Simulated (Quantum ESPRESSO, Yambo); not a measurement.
# Excitons of GaN (P6_3mc) on ever denser meshes, part 3 of 5

Aim: follow the lowest exciton of GaN (P6_3mc) as the mesh is refined.

Quantum ESPRESSO 7.5 and Yambo 5.3.0; PBE and many-body steps on it, plane waves. Known limits of the many-body steps: not at the basis limit; no spin-orbit coupling; coarse k mesh; bindings not settled in the k mesh.

So far. Step 8 (Triplet (no exchange term)): The lowest triplet lies at 2.357 eV; without spin-orbit coupling triplets are dark, so no spectrum is read. Step 9 (Empty states on the mesh, 6×6×4 mesh, 36 bands): On this mesh the gap is 1.925 eV.

The database entry behind the starting cell has ideal inner coordinates that were not refined, so it need not match the best structure at ambient conditions.

**11. k mesh (6×6×4)**

This step: Bethe-Salpeter equation on PBE with a scissors shift, plane waves, norm-conserving pseudopotentials.

bse6.in

```
optics
bss
bse
em1s
dipoles
rim_cut
RandQpts= 1000000
RandGvec= 1 RL
Chimod= "HARTREE"
BSKmod= "SEX"
BSEmod= "resonant"
BSSmod= "d"
BSENGexx= 20 Ry
BSENGBlk= 4 Ry
% BSEQptR
 1 | 1 |
%
% BSEBands
 21 | 30 |
%
% BEnRange
 0 | 5 | eV
%
% BDmRange
 0.1 | 0.1 | eV
%
BEnSteps= 101
% BLongDir
 1 | 0 | 0 |
%
% BndsRnXs
 9 | 36 |
%
NGsBlkXs= 4 Ry
% LongDrXs
 1 | 1 | 1 |
%
% KfnQP_E
 0.826 | 1.0 | 1.0 |
%
WRbsWF
FFTGvecs= 47 Ry
```

Started as:

```sh
OMP_NUM_THREADS=1 mpirun -n 8 yambo -F bse6.in -J bse6 -C bse6 > bse6.log
```

What it wrote:

```text
 Yambo, version 5.3.0

 [02] CORE Variables Setup
 =========================

  [... cell, symmetries and grids as in the set-up ...]

  [02.05] Energies & Occupations
  ==============================

  [X] === General ===
  [X] Electronic Temperature                        :  0.000000  0.000000 [eV K]
  [X] Bosonic    Temperature                        :  0.000000  0.000000 [eV K]
  [X] Finite Temperature mode                       : no
  [X] El. density                                   :  0.11371E+25 [cm-3]
  [X] Fermi Level                                   :  11.67295 [eV]

  [X] === Gaps and Widths ===
  [X] Conduction Band Min                           :  1.924985 [eV]
  [X] Valence Band Max                              :  0.000000 [eV]
  [X] Filled Bands                                  :  26
  [X] Empty Bands                                   :   27   36
  [X] Direct Gap                                    :  1.924985 [eV]
  [X] Direct Gap localized at k                     :  1
  [X] Indirect Gap                                  :  1.924985 [eV]
  [X] Indirect Gap between kpts                     :  1  1
  [X] Last valence band width                       :  2.679442 [eV]
  [X] 1st conduction band width                     :  4.523312 [eV]

 [03] Transferred momenta grid and indexing
 ==========================================

 [BZ sampling] Q-grid is User defined and/or read from the database

 IBZ Q-points                                      :  24
 BZ  Q-points                                      :  144

 K/Q-points units:
 rlu = crystal or reduced units; cc = cartesian coordinates; iku = interal k-units

 Q [ 1]         [rlu]:  0.000000  0.000000  0.000000
 Q [ 2]         [rlu]:  0.000000  0.000000  0.250000
[...]
X band range                                     :    9   36
  X e/h energy range                               : -1.000000 -1.000000 [eV]
  X Time ordering                                  : T
  X Hxc Kernel                                     : HARTREE
  X Drude frequency                                :  0.000000  0.000000
  X poles                                          :  100.0000 [o/o]
  RL vectors in the sum                            :  1737
  [r,Vnl] included                                 : yes
  Field direction                                  :  0.577350E-5  0.577350E-5  0.577350E-5
  BZ energy Double Grid                            : no
  BZ energy DbGd points                            : 0
  BZ Q point size factor                           : -1.000000
  X Optical Averaged directions                    : none

 [08] Bethe Salpeter Equation driver
 ===================================

  [08.01] Bethe Salpeter Equation @q1
  ===================================

   [08.01.01] Transition pre-analysis @q1
   ======================================

   [08.01.02] Transition Groups build-up @q1
   =========================================

   [BSK] Transition groups (total):   96
   [BSK] Size (resonant):   3456
   [BSK]         (total):   3456
   [BSK] N. of matrices :  1

   [08.01.03] Loading Dipoles @q1
   ==============================

   [08.01.04] Independent Particles properties @q1
   ===============================================

   ==========================================================

   [BSE] Exchange components :   465
   [BSE] Correlation components :    43   379

    [08.01.05.01] Screened interaction header I/O
    =============================================

    [08.01.05.02] Main kernel loop
    ==============================

    [08.01.05.03] Wave-Function Phases
    ==================================

    [BSE] WF phases found       :  58.29861 [o/o]

   [08.01.06] BSE solver(s) @q1
   ============================

   [SLK-Digonalization]  Pools        :  2
   [SLK-Digonalization]  BLACS grid   :  2  2

   [08.01.07] Diago Solver @q1
   ===========================

 [11] Game Over & Game summary
```

The job ended after 1.8 min (8 MPI ranks of Arm Neoverse V1, shared host; peak memory 5.7 GiB; 14 min of CPU time).

This step gave:

```
transitions in the window                                      : 3456
direct gap of the transition levels                            : 2.751 eV
lowest state                                                   : 2.432 eV
first strong exciton (over a fiftieth of the strongest listed) : 2.432 eV
binding of the lowest state below the direct gap               : 0.3186 eV
Coulomb term of one mesh cell                                  : 0.3696 eV
```

The binding is 0.86 times the screened Coulomb term of one mesh cell (0.37 eV), so it is not shown settled.

The lowest state lies at 2.432 eV, 0.319 eV under the direct gap.

The program warns that the window of bands cuts a degenerate level, which breaks the symmetry of states and spectrum.

**12. Triplet (no exchange term)**

bse7.in, as its differences from bse6.in of step 11:

```diff
@@ -12,3 +12,3 @@
 BSSmod= "d"
-BSENGexx= 20 Ry
+BSENGexx= 1 RL
 BSENGBlk= 4 Ry
```

Started as:

```sh
OMP_NUM_THREADS=1 mpirun -n 8 yambo -F bse7.in -J bse7,bse6_W -C bse7 > bse7.log
```

What it wrote:

```text
 Yambo, version 5.3.0

 [02] CORE Variables Setup
 =========================

  [... cell, symmetries and grids as in the set-up ...]

  [02.05] Energies & Occupations
  ==============================

  [X] === General ===
  [X] Electronic Temperature                        :  0.000000  0.000000 [eV K]
  [X] Bosonic    Temperature                        :  0.000000  0.000000 [eV K]
  [X] Finite Temperature mode                       : no
  [X] El. density                                   :  0.11371E+25 [cm-3]
[...]
=========================================

  [WARNING] [r,Vnl^pseudo] included in position and velocity dipoles.

  [WARNING] In case H contains other non local terms, these are neglected

 [07] Static Dielectric Matrix
 =============================

    [08.01.05.02] Main kernel loop
    ==============================

    [08.01.05.03] Wave-Function Phases
    ==================================

    [BSE] WF phases found       :  58.29861 [o/o]

   [08.01.06] BSE solver(s) @q1
   ============================

   [SLK-Digonalization]  Pools        :  2
   [SLK-Digonalization]  BLACS grid   :  2  2

   [08.01.07] Diago Solver @q1
   ===========================

 [11] Game Over & Game summary
```

The job ended after 1.9 min (8 MPI ranks; peak memory 5.5 GiB).

The lowest triplet lies at 2.416 eV; without spin-orbit coupling triplets are dark, so no spectrum is read.

The program warns that the window of bands cuts a degenerate level, which breaks the symmetry of states and spectrum.

**13. Empty states on the mesh, 9×9×6 mesh, 36 bands**

This step: Quantum ESPRESSO 7.5; DFT, PBE, plane waves, norm-conserving pseudopotentials.

pw.in

```
&control
  calculation = 'nscf'
  prefix = 'x'
  outdir = 'o'
  pseudo_dir = 'pseudo'
/
&system
  ibrav = 0
  nat = 4
  ntyp = 2
  ecutwfc = 104.0
  nbnd = 36
  force_symmorphic = .true.
/
&electrons
  conv_thr = 1e-9
  electron_maxstep = 80
  diago_full_acc = .true.
  diago_thr_init = 5e-6
/
ATOMIC_SPECIES
  Ga 69.723 Ga.upf
  N 14.007 N.upf
CELL_PARAMETERS angstrom
  3.1900000000 -0.0000000000 0.0000000000
  -1.5950000000 2.7626210381 0.0000000000
  0.0000000000 0.0000000000 5.1890000000
ATOMIC_POSITIONS crystal
  Ga 0.6666666667 0.3333333333 0.0000000000
  Ga 0.3333333333 0.6666666667 0.5000000000
  N 0.6666666667 0.3333333333 0.3750000000
  N 0.3333333333 0.6666666667 0.8750000000
K_POINTS automatic
  9 9 6 0 0 0
```

Started as:

```sh
OMP_NUM_THREADS=1 mpirun -n 8 pw.x -nk 4 -in pw.in > pw.out
```

What it wrote:

```text
[banner, memory and clock lines left out]
Program PWSCF v.7.5 starts

     Atomic positions and unit cell read from directory:
     o/x.save/

     Message from routine setup:
     using ibrav=0 with symmetry is DISCOURAGED, use correct ibrav instead

     bravais-lattice index     =            0
     lattice parameter (alat)  =       6.0282  a.u.
     unit-cell volume          =     308.5974 (a.u.)^3
     number of atoms/cell      =            4
     number of atomic types    =            2
     number of electrons       =        52.00
[...]
23.1598  23.1598  26.5467  27.6925

          k = 0.0000 0.0000 0.2049 (  5504 PWs)   bands (ev):

  -130.4340-130.4340 -81.1733 -81.1733 -81.1733 -81.1731 -81.1731 -81.1725
[...]
-1.5611  -1.5123  -1.5123  -1.0429   6.3205   9.3768  10.8833  10.8833
    11.4032  11.4032  15.2662  16.0866  20.2843  20.7606  21.7758  21.7758
    22.6222  22.6222  27.1479  28.9134

          k = 0.0000 0.0000-0.3074 (  5492 PWs)   bands (ev):

     [... further k-points ...]

     highest occupied, lowest unoccupied level (ev):    11.6730   13.5979

     XML data file, pseudopotentials, collected wavefunctions
```

Elapsed: 8.1 s, on 8 MPI ranks; peak memory 0.44 GiB.

This step gave:

| Item | Value |
| --- | --- |
| gap | 1.925 eV |
| k of the valence top | 0, 0, 0 |
| k of the conduction bottom | 0, 0, 0 |
| least direct gap | 1.925 eV |
| k points computed | 62 |
| lowest point of the top converged band, above the valence top | 13.98 eV |

On this mesh the gap is 1.925 eV.

**14. Conversion and set-up**

This step: Yambo 5.3.0; conversion and set-up on PBE, plane waves, norm-conserving pseudopotentials.

Started as:

```sh
(cd o/x.save; p2y > p2y.log; mv SAVE ../..); yambo > setup.log
```

What it wrote:

```text
 Yambo, version 5.3.0

 [02] CORE Variables Setup
 =========================

  [02.01] Unit cells
  ==================

  Cell kind             :  HCP
  Atoms in the cell     :  Ga  N
  number of Ga atoms    :  2
  number of N  atoms    :  2

  List of atomic masses
  Mass of Ga    :  69.72300
  Mass of N     :  14.00700

  List of atomic coordinates    : [cc]
  Ga1       :  3.014113  1.740199  0.000000  order 1
  Ga2       : -0.30141E-09   3.4804       4.9029      order 2
  N1       :  3.014113  1.740199  3.677171  order 3
[...]
Q [ 1]         [rlu]:  0.000000  0.000000  0.000000
 Q [ 2]         [rlu]:  0.000000  0.000000  0.166667
 Q [ 3]         [rlu]:  0.000000  0.000000  0.333333
[...]
Q [ 8]         [rlu]:  0.64326E-17  0.11111     -0.50000
 Q [ 9]         [rlu]:  0.12865E-16  0.22222       0.0000
 Q [10]         [rlu]:  0.12865E-16  0.22222      0.16667
     [... 38 further rows ...]
 Q [49]         [rlu]: -0.64326E-17 -0.11111      0.16667
 Q [50]         [rlu]: -0.64326E-17 -0.11111      0.33333

 Remaining 12 points informations can be written running with -fatlog

  [03.01] X indexes
  =================

   [03.01.01] Sigma indexes
   ========================

 [06] Game Over & Game summary
```

The job ended after 4.8 s (1 MPI rank; peak memory 0.28 GiB).

**15. k mesh (9×9×6)**

This step: Bethe-Salpeter equation on PBE with a scissors shift, plane waves, norm-conserving pseudopotentials.

bse9.in, as its differences from bse7.in of step 12:

```diff
@@ -12,3 +12,3 @@
 BSSmod= "d"
-BSENGexx= 1 RL
+BSENGexx= 20 Ry
 BSENGBlk= 4 Ry
@@ -18,3 +18,3 @@
 % BSEBands
- 21 | 30 |
+ 21 | 27 |
 %
```

Started as:

```sh
OMP_NUM_THREADS=1 mpirun -n 8 yambo -F bse9.in -J bse9 -C bse9 > bse9.log
```

What it wrote:

```text
 Yambo, version 5.3.0

 [02] CORE Variables Setup
 =========================

  [... cell, symmetries and grids as in the set-up ...]

  [02.05] Energies & Occupations
  ==============================

  [X] === General ===
  [X] Electronic Temperature                        :  0.000000  0.000000 [eV K]
  [X] Bosonic    Temperature                        :  0.000000  0.000000 [eV K]
  [X] Finite Temperature mode                       : no
  [X] El. density                                   :  0.11371E+25 [cm-3]
[...]
==========================================================

   [BSE] Exchange components :   465
   [BSE] Correlation components :    43   391

    [08.01.05.01] Screened interaction header I/O
    =============================================

    [08.01.05.02] Main kernel loop
    ==============================

    [08.01.05.03] Wave-Function Phases
    ==================================

    [BSE] WF phases found       :  71.29416 [o/o]

   [08.01.06] BSE solver(s) @q1
   ============================

   [SLK-Digonalization]  Pools        :  2
   [SLK-Digonalization]  BLACS grid   :  2  2

   [08.01.07] Diago Solver @q1
   ===========================

 [11] Game Over & Game summary
```

Wall time 2.1 min (8 MPI ranks); peak memory 4.9 GiB; 16 min of CPU time.

This step gave:

```yaml
transitions_in_the_window: 2916
direct_gap_of_the_transition_levels: 2.751 eV
lowest_state: 2.522 eV
first_strong_exciton_over_a_fiftieth_of_the_strongest_listed: 2.522 eV
binding_of_the_lowest_state_below_the_direct_gap: 0.2289 eV
coulomb_term_of_one_mesh_cell: 0.2603 eV
```

The binding is 0.88 times the screened Coulomb term of one mesh cell (0.26 eV), so it is not shown settled.

The lowest state lies at 2.522 eV, 0.229 eV under the direct gap.

Field along x; broadening 0.1 eV; transition window only. Limits: finite bands, cutoff and mesh; no spin-orbit coupling; exciton not shown settled in the k mesh. ε₂ against photon energy; read off at these points:

```tsv
photon energy (eV)	BSE	no electron-hole interaction
0.00	0.0203	0.0151
0.15	0.0218	0.0161
0.35	0.0243	0.0176
0.50	0.0265	0.0189
0.70	0.0300	0.0209
0.85	0.0332	0.0227
1.05	0.0386	0.0256
1.20	0.0437	0.0283
1.40	0.0531	0.0328
1.55	0.0630	0.0372
1.70	0.0771	0.0429
1.90	0.109	0.0542
2.05	0.158	0.0676
2.25	0.343	0.102
2.40	0.990	0.163
2.50	2.23	0.260
2.60	1.52	0.514
2.75	0.557	1.55
2.95	0.513	0.418
3.10	1.03	0.294
3.25	3.12	0.392
3.30	2.95	0.494
3.45	2.55	1.47
3.50	2.76	1.82
3.60	1.56	1.39
3.80	1.20	1.56
3.95	3.31	0.733
4.00	3.52	0.734
4.15	1.65	1.55
4.30	1.03	2.27
4.50	1.44	1.09
4.65	1.43	1.24
4.85	2.83	0.771
5.00	4.52	1.19
```

The window of bands is narrower than in the first exciton run, so this row is not like for like with it.

**16. Triplet (no exchange term)**

bse10.in, as its differences from bse9.in of step 15:

```diff
@@ -12,3 +12,3 @@
 BSSmod= "d"
-BSENGexx= 20 Ry
+BSENGexx= 1 RL
 BSENGBlk= 4 Ry
```

Started as:

```sh
OMP_NUM_THREADS=1 mpirun -n 8 yambo -F bse10.in -J bse10,bse9_W -C bse10 > bse10.log
```

What it wrote:

```text
 Yambo, version 5.3.0

 [02] CORE Variables Setup
 =========================

  [... cell, symmetries and grids as in the set-up ...]

  [02.05] Energies & Occupations
  ==============================

  [X] === General ===
  [X] Electronic Temperature                        :  0.000000  0.000000 [eV K]
  [X] Bosonic    Temperature                        :  0.000000  0.000000 [eV K]
  [X] Finite Temperature mode                       : no
  [X] El. density                                   :  0.11371E+25 [cm-3]
[...]
=========================================

  [WARNING] [r,Vnl^pseudo] included in position and velocity dipoles.

  [WARNING] In case H contains other non local terms, these are neglected

 [07] Static Dielectric Matrix
 =============================

    [08.01.05.02] Main kernel loop
    ==============================

    [08.01.05.03] Wave-Function Phases
    ==================================

    [BSE] WF phases found       :  71.29416 [o/o]

   [08.01.06] BSE solver(s) @q1
   ============================

   [SLK-Digonalization]  Pools        :  2
   [SLK-Digonalization]  BLACS grid   :  2  2

   [08.01.07] Diago Solver @q1
   ===========================

 [11] Game Over & Game summary
```

It took 75 s on 8 MPI ranks; peak memory 4.8 GiB; 9.7 min of CPU time.

The lowest triplet lies at 2.516 eV; without spin-orbit coupling triplets are dark, so no spectrum is read.

The program warns that the window of bands cuts a degenerate level, which breaks the symmetry of states and spectrum.

**17. Empty states on the mesh, 12×12×6 mesh, 36 bands**

This step: Quantum ESPRESSO 7.5; DFT, PBE, plane waves, norm-conserving pseudopotentials.

pw.in, as its differences from that of step 13:

```diff
@@ -33,2 +33,2 @@
 K_POINTS automatic
-  9 9 6 0 0 0
+  12 12 6 0 0 0
```

Started as:

```sh
OMP_NUM_THREADS=1 mpirun -n 8 pw.x -nk 4 -in pw.in > pw.out
```

What it wrote:

```text
[banner, memory and clock lines left out]
Program PWSCF v.7.5 starts

     Atomic positions and unit cell read from directory:
     o/x.save/

     Message from routine setup:
     using ibrav=0 with symmetry is DISCOURAGED, use correct ibrav instead

     bravais-lattice index     =            0
     lattice parameter (alat)  =       6.0282  a.u.
     unit-cell volume          =     308.5974 (a.u.)^3
     number of atoms/cell      =            4
     number of atomic types    =            2
     number of electrons       =        52.00
[...]
4        N      tau(   4) = (  -0.0000000   0.5773503   1.4233150  )

     number of k points=   100

     Number of k-points >= 100: set verbosity='high' to print them.

     Dense  grid:    44217 G-vectors     FFT dimensions: (  40,  40,  64)

     The potential is recalculated from file :
     o/x.save/charge-density

     Starting wfcs are   34 randomized atomic wfcs +    2 random wfcs

     Band Structure Calculation

     End of band structure calculation

     Number of k-points >= 100: set verbosity='high' to print the bands.

     highest occupied, lowest unoccupied level (ev):    11.6730   13.5979

     XML data file, pseudopotentials, collected wavefunctions
```

The job ended after 11 s (8 MPI ranks; peak memory 0.44 GiB; 83 s of CPU time).

Numbers from this step:

| Quantity | Value |
| --- | --- |
| gap | 1.925 eV |
| k of the valence top | 0, 0, 0 |
| k of the conduction bottom | 0, 0, 0 |
| least direct gap | 1.925 eV |
| k points computed | 100 |
| lowest point of the top converged band, above the valence top | 14.16 eV |

On this mesh the gap is 1.925 eV.

**18. Conversion and set-up**

This step: Yambo 5.3.0; conversion and set-up on PBE, plane waves, norm-conserving pseudopotentials.

Started as:

```sh
(cd o/x.save; p2y > p2y.log; mv SAVE ../..); yambo > setup.log
```

What it wrote:

```text
 Yambo, version 5.3.0

 [02] CORE Variables Setup
 =========================

  [02.01] Unit cells
  ==================

  Cell kind             :  HCP
  Atoms in the cell     :  Ga  N
  number of Ga atoms    :  2
  number of N  atoms    :  2

  List of atomic masses
  Mass of Ga    :  69.72300
  Mass of N     :  14.00700

  List of atomic coordinates    : [cc]
  Ga1       :  3.014113  1.740199  0.000000  order 1
  Ga2       : -0.30141E-09   3.4804       4.9029      order 2
  N1       :  3.014113  1.740199  3.677171  order 3
[...]
BZ  Q-points                                      :   864

 K/Q-points units:
 rlu = crystal or reduced units; cc = cartesian coordinates; iku = interal k-units

 Q [  1]        [rlu]:  0.000000  0.000000  0.000000
 Q [  2]        [rlu]:  0.000000  0.000000  0.166667
 Q [  3]        [rlu]:  0.000000  0.000000  0.333333
[...]
[... 38 further rows ...]
 Q [ 49]        [rlu]:  0.166667  0.166667  0.000000
 Q [ 50]        [rlu]:  0.166667  0.166667  0.166667

 Remaining 50 points informations can be written running with -fatlog

  [03.01] X indexes
  =================

   [03.01.01] Sigma indexes
   ========================

 [06] Game Over & Game summary
```

It took 6.4 s on 1 MPI rank; peak memory 0.31 GiB.

[end of part 3 of 5]

[Paths, hosts, dates, memory and timing lines, banners, echoed tables and standing remarks are left out of the program output.]

[Logs are printed without paths, hosts, clocks, repeated set-up lines and the standing remarks that a program may print on its own settings, such as how far it seeks lower states.]

[Runs of the session that timed out or met a known fault of the program may be left out.]

[Hosts, paths, dates, database ids (printed as entryN), source tags and the programs' standing remarks are cut or masked in the printed files.]
